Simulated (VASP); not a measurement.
# BAs (F-43m) in VASP: notebook, part 2 of 2

VASP 6.6.1.

## 3. Relaxation of cell and atoms, LDA

This run uses another cell than the first one, of 13.63 Å³/atom, 1.029 times its volume.

File INCAR:

```
SYSTEM = BAs
ALGO = Normal
EDIFF = 1E-6
EDIFFG = -0.005
ENCUT = 600
GGA = CA
IBRION = 2
ISIF = 3
ISMEAR = 0
LASPH = .True.
LCHARG = .False.
LREAL = .False.
LWAVE = .False.
NELM = 100
NSW = 100
PREC = Accurate
SIGMA = 0.02
```

File KPOINTS:

```
k-points
0
Gamma
  10 10 10
  0 0 0
```

File POSCAR:

```
BAs
1.0
    0.0000000000      2.3885000000      2.3885000000
    2.3885000000      0.0000000000      2.3885000000
    2.3885000000      2.3885000000      0.0000000000
B As
1 1
Direct
    0.0000000000      0.0000000000      0.0000000000
    0.2500000000      0.2500000000      0.2500000000
```

Potentials or basis: VASP PAW LDA potentials, release 64 (B, As).

Command:

```console
> cat potpaw_LDA.64/B/POTCAR potpaw_LDA.64/As/POTCAR > POTCAR
> mpirun -np 1 vasp_std > vasp.out
```

OUTCAR:

```text
SYSTEM = BAs
   EDIFF = 1E-6
   EDIFFG = -0.005
   ENCUT = 600
   GGA = CA
   IBRION = 2
   ISIF = 3
   ISMEAR = 0
   LASPH = .True.
   LREAL = .False.
   NELM = 100
   NSW = 100
   PREC = Accurate

 ion  position               nearest neighbor table
   1  0.000  0.000  0.000-   2 2.07   2 2.07   2 2.07   2 2.07
   2  0.250  0.250  0.250-   1 2.07   1 2.07   1 2.07   1 2.07

  LATTYP: Found a face centered cubic cell.
 ALAT       =     4.7770000000

  Lattice vectors:

 A1 = (   0.0000000000,   2.3885000000,   2.3885000000)
 A2 = (   2.3885000000,   0.0000000000,   2.3885000000)
 A3 = (   2.3885000000,   2.3885000000,   0.0000000000)

Analysis of symmetry for initial positions (statically):
=====================================================================
 Subroutine PRICEL returns:
 Original cell was already a primitive cell.

 Routine SETGRP: Setting up the symmetry group for a
 face centered cubic supercell.

 Subroutine GETGRP returns: Found 24 space group operations
 (whereof 24 operations were pure point group operations)
 out of a pool of 48 trial point group operations.

The static configuration has the point symmetry T_d .

Analysis of symmetry for dynamics (positions and initial velocities):
=====================================================================
 Subroutine PRICEL returns:
 Original cell was already a primitive cell.

 Routine SETGRP: Setting up the symmetry group for a
 face centered cubic supercell.

 Subroutine GETGRP returns: Found 24 space group operations
 (whereof 24 operations were pure point group operations)
 out of a pool of 48 trial point group operations.

The dynamic configuration has the point symmetry T_d .

 Subroutine INISYM returns: Found 24 space group operations
 (whereof 24 operations are pure point group operations),
 and found     1 'primitive' translations

----------------------------------------------------------------------------------------

                                     Primitive cell

  volume of cell :      27.2525

  direct lattice vectors                    reciprocal lattice vectors
     0.000000000  2.388500000  2.388500000    -0.209336404  0.209336404  0.209336404
     2.388500000  0.000000000  2.388500000     0.209336404 -0.209336404  0.209336404
     2.388500000  2.388500000  0.000000000     0.209336404  0.209336404 -0.209336404

  length of vectors
     3.377849094  3.377849094  3.377849094     0.362581287  0.362581287  0.362581287

  position of ions in fractional coordinates (direct lattice)
     0.000000000  0.000000000  0.000000000
     0.250000000  0.250000000  0.250000000

  ion indices of the primitive-cell ions
   primitive index   ion index
                 1           1
                 2           2

----------------------------------------------------------------------------------------

 KPOINTS: k-points

Automatic generation of k-mesh.
 Grid dimensions read from file:
 generate k-points for:   10   10   10

 Generating k-lattice:

  Cartesian coordinates                     Fractional coordinates (reciprocal lattice)
    -0.020933640  0.020933640  0.020933640     0.100000000  0.000000000  0.000000000
     0.020933640 -0.020933640  0.020933640     0.000000000  0.100000000  0.000000000
     0.020933640  0.020933640 -0.020933640     0.000000000  0.000000000  0.100000000

[... 47 lines left out ...]
   PREC   = accura    normal or accurate (medium, high low for compatibility)
   ISTART =      0    job   : 0-new  1-cont  2-samecut
   ICHARG =      2    charge: 1-file 2-atom 10-const
   ISPIN  =      1    spin polarized calculation?
   LNONCOLLINEAR =      F non collinear calculations
   LSORBIT =      F    spin-orbit coupling
   LASPH  =      T    aspherical Exc in radial PAW
   ENCUT  =  600.0 eV  44.10 Ry    6.64 a.u.   6.75  6.75  6.75*2*pi/ulx,y,z
   NELM   =    100;   NELMIN=  2; NELMDL= -5     # of ELM steps
   EDIFF  = 0.1E-05   stopping-criterion for ELM
   LREAL  =      F    real-space projection
   EDIFFG = -.5E-02   stopping-criterion for IOM
   NSW    =    100    number of steps for IOM
   IBRION =      2    ionic relax: 0-MD 1-quasi-New 2-CG
   NFREE  =      1    steps in history (QN), initial steepest desc. (CG)
   ISIF   =      3    stress and relaxation
   ISYM   =      2    0-nonsym 1-usesym 2-fastsym
   POTIM  = 0.5000    time-step for ionic-motion
   TEBEG  =    0.0;   TEEND  =   0.0 temperature during run
   PSTRESS=    0.0 pullay stress
   NELECT =       8.0000    total number of electrons
   NUPDOWN=      -1.0000    fix difference up-down
   EMIN   =  10.00;   EMAX   =-10.00  energy-range for DOS
   EFERMI =   0.00;   METHOD = LEGACY
   ISMEAR =     0;   SIGMA  =   0.02  broadening in eV -4-tet -1-fermi 0-gaus
   EFERMI_NEDOS =   21; number of points for ismear=-14 and -15
   IALGO  =     38    algorithm
   IMIX   =      4    mixing-type and parameters
     AMIX     =   0.40;   BMIX     =  1.00
     AMIX_MAG =   1.60;   BMIX_MAG =  1.00
  volume/ion in A,a.u.               =      13.63        91.95
  Fermi-wavevector in a.u.,A,eV,Ry     =   1.088018  2.056057 16.106360  1.183784
  Thomas-Fermi vector in A             =   2.224191
   LORBIT       =      0    0 simple, 1 ext, 2 COOP (PROOUT), +10 PAW based schemes
   GGA     = CA    functional components
   LHFCALC =     F    Hartree Fock is set to
   AEXX    =    0.0000 exact exchange contribution
   IVDW    =     0    specifies the selected vdW correction
   LEPSILON=     F    determine dielectric tensor
   LRPA    =     F    only Hartree local field effects (RPA)
 conjugate gradient relaxation of ions
 non-spin polarized calculation
 Gauss-broadening in eV      SIGMA  =   0.02
  energy-cutoff  :      600.00
  volume of cell :       27.25
 maximum number of plane-waves:       941
   NGX = 13   NGY = 13   NGZ = 13

--------------------------------------- Ionic step        1  -------------------------------------------

 number of electron       8.0000000 magnetization

 Free energy of the ion-electron system (eV)
  ---------------------------------------------------
  ext. energy  EPLUGINS =         0.00000000
  ---------------------------------------------------
  free energy    TOTEN  =       -12.92170814 eV

  energy without entropy =      -12.92170814  energy(sigma->0) =      -12.92170814

------------------------ aborting loop because EDIFF is reached ----------------------------------------

  FORCE on cell =-STRESS in cart. coord.  units (eV):
  Direction    XX          YY          ZZ          XY          YZ          ZX
  --------------------------------------------------------------------------------------
  -------------------------------------------------------------------------------------
  Total       -0.5260100     -0.5260100     -0.5260100     -0.0000000      0.0000000     -0.0000000
  in kB      -30.9242277    -30.9242277    -30.9242277     -0.0000000      0.0000000     -0.0000000
  external PRESSURE =     -30.9242277 kB  Pullay stress =       0.0000000 kB
[... 59 lines left out ...]
--------------------------------------- Ionic step        3  -------------------------------------------

 number of electron       8.0000000 magnetization

 Free energy of the ion-electron system (eV)
  ---------------------------------------------------
  ext. energy  EPLUGINS =         0.00000000
  ---------------------------------------------------
  free energy    TOTEN  =       -12.92751446 eV

  energy without entropy =      -12.92751446  energy(sigma->0) =      -12.92751446

 E-fermi :   6.5200     XC(G=0): -10.8753

 val. band max:        6.4054890190   @ k =   0.0000   0.0000   0.0000
 cond. band min:       7.5084203215   @ k =   0.4000   0.4000   0.0000
 fundamental gap:      1.1029313025
 Fermi energy:         6.5199700562

 k-point     1 :       0.0000    0.0000    0.0000
  band No.  band energies     occupation
      1      -9.1707      2.00000
      2       6.4055      2.00000
      3       6.4055      2.00000
      4       6.4055      2.00000
      5       9.6833      0.00000
      6       9.6833      0.00000
      7       9.6833      0.00000
      8      11.3795      0.00000
[... 243 lines left out ...]
 k-point    24 :       0.4000    0.3000    0.0000
  band No.  band energies     occupation
      1      -6.4818      2.00000
      2      -0.0514      2.00000
      3       2.3390      2.00000
      4       2.8437      2.00000
      5       8.0422      0.00000
      6       9.7488      0.00000
      7      15.3203      0.00000
      8      15.5387      0.00000

 [... further k-points ...]

------------------------ aborting loop because EDIFF is reached ----------------------------------------

  FORCE on cell =-STRESS in cart. coord.  units (eV):
  Direction    XX          YY          ZZ          XY          YZ          ZX
  --------------------------------------------------------------------------------------
  -------------------------------------------------------------------------------------
  Total       -0.0011073     -0.0011073     -0.0011073     -0.0000000     -0.0000000     -0.0000000
  in kB       -0.0665356     -0.0665356     -0.0665356     -0.0000000     -0.0000000     -0.0000000
  external PRESSURE =      -0.0665356 kB  Pullay stress =       0.0000000 kB
[... 17 lines left out ...]
  FREE ENERGIE OF THE ION-ELECTRON SYSTEM (eV)
  ---------------------------------------------------
  free  energy   TOTEN  =       -12.9275144609 eV

  energy  without entropy=      -12.9275144609  energy(sigma->0) =      -12.92751446

 reached required accuracy - stopping structural energy minimisation
```

It took 31 s on 1 thread of Intel Xeon Platinum 8175M at 2.50GHz (Skylake/Cascade Lake), shared host; peak memory 0.15 GiB.

What came out:

* Free energy: -12.9275 eV
* Relaxed volume: 13.33 Å³/atom
* Relaxed cell: a = 3.353 Å, b = 3.353 Å, c = 3.353 Å, α = 60.00°, β = 60.00°, γ = 60.00°
* Space group after relaxing (to 0.05 Å): F-43m (No. 216)
* Energy gained by relaxing: 2.9 meV/atom
* Ionic steps: 3
* Pressure after relaxing: 0.0 GPa
* Band gap on the k mesh: 1.10 eV, indirect (least direct gap 3.28 eV)

The path:
| step | energy change (eV) | largest force (eV/Å) | pressure (GPa) | volume (Å³) |
| --- | --- | --- | --- | --- |
| 1 | 0.0000 | 0.0000 | -3.09 | 27.25 |
| 2 | -0.0025 | 0.0000 | 2.51 | 26.23 |
| 3 | -0.0058 | 0.0000 | -0.01 | 26.66 |

Final structure:
```xyz
2
Lattice="0.0000 2.3711 2.3711 2.3711 0.0000 2.3711 2.3711 2.3711 0.0000" Properties=species:S:1:pos:R:3 pbc="T T T"
B     0.0000    0.0000    0.0000
As    1.1856    1.1856    1.1856
```

Levels at points of the mesh, in eV from the valence-band top:
```
           k point  band 1  band 2  band 3  band 4  band 5  band 6  band 7  band 8
(0.00, 0.00, 0.00)  -15.58    0.00    0.00    0.00    3.28    3.28    3.28    4.97
(0.50, 0.00, 0.00)  -12.64   -8.92   -1.85   -1.85    2.82    4.78    4.78    8.74
(0.50, 0.50, 0.00)  -11.33   -8.55   -4.17   -4.17    1.32    1.39   11.44   11.44
```
